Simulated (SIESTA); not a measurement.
BaTe under changes of volume

One of the cells (40.445 Å³/atom); the others are scaled copies at fixed shape and fractional positions:

```
CELL_PARAMETERS angstrom
0.00000 3.43258 3.43258
3.43258 0.00000 3.43258
3.43258 3.43258 0.00000
ATOMIC_POSITIONS crystal
Ba 0.00000 0.00000 0.00000
Te 0.50000 0.50000 0.50000
```

```yaml
Program: SIESTA 5.4.2
Functional: PBE
Potentials_or_basis: PseudoDojo 0.4 standard (PBE files)
Basis: DZP (energy shift 0.003 Ry; two zetas on semicore shells; d shell added on Ba)
Grid_cutoff: 500 Ry
Energy_shift: 0.003 Ry
k_mesh: 7 × 7 × 7
Occupations: fermi-dirac, width 0.05 eV
Spin: no spin polarisation
```

```csv
volume (Å³/atom),energy over the lowest point (meV/atom),pressure (GPa),gap on the mesh (eV)
37.273,140.81,7.8,1.17
38.066,105.28,6.6,1.24
38.859,75.08,5.6,1.30
40.445,?,?,?
41.238,12.81,3.0,1.46
42.031,0.00,2.2,1.51
```

Task: What does the run at 40.445 Å³/atom give?

Result: Energy over the lowest point 29.35 meV/atom; pressure 3.7 GPa; gap on the mesh 1.41 eV.

Worked out: A Birch-Murnaghan fit of order 3 (a polynomial in V^(-2/3)) to the other rows has no minimum within the range. It gives 29.32 meV/atom at 40.445 Å³/atom, against the run's 29.35, and -dE/dV = 3.7 GPa, against 3.7. A straight line through the other rows of the gap, of slope 2.79 eV per unit of ln V, gives 1.41 eV, against the run's 1.41.

Energies are extrapolated to zero smearing.

Caveats: this set's barium file shifts pressures by up to 1 GPa against other sets; spin-orbit coupling is left out, which moves the levels of the heavy elements; an odd mesh through Γ misses points on the zone boundary, where band edges often lie; the basis of atomic orbitals isn't converged, which shifts pressures, moduli and gaps.
